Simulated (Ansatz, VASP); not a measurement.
# ZrC in VASP and in Ansatz

```
CELL_PARAMETERS angstrom
0.00000 2.32097 2.32097
2.32097 0.00000 2.32097
2.32097 2.32097 0.00000
ATOMIC_POSITIONS crystal
Zr 0.50000 0.50000 0.50000
C 0.00000 0.00000 0.00000
```

Alike in both runs: task single point; functional PBEsol; k mesh 16 × 16 × 16; occupations gaussian, width 0.1 eV; no spin polarisation.

|  | VASP | Ansatz |
| --- | --- | --- |
| version | VASP 6.6.1 | Ansatz 0.2.0 |
| potentials or method | VASP PAW PBE potentials, release 64 (Zr_sv, C) | scalar-relativistic, plane waves, PAW |
| plane-wave cutoff (eV) | 520 | 420 |
| valence electrons in the cell | 16 | 16 |

|  | VASP | Ansatz | Ansatz less VASP |
| --- | --- | --- | --- |
| gap on the k mesh at the Fermi level (eV) | none | none | - |
| pressure (GPa) | 4.6 | 4.2 | -0.40 |

A gap of «none» marks a metal or a gap that the smearing closes.

Caveats: the PAW data sets were made with another functional, which shifts forces and pressure a little (VASP).
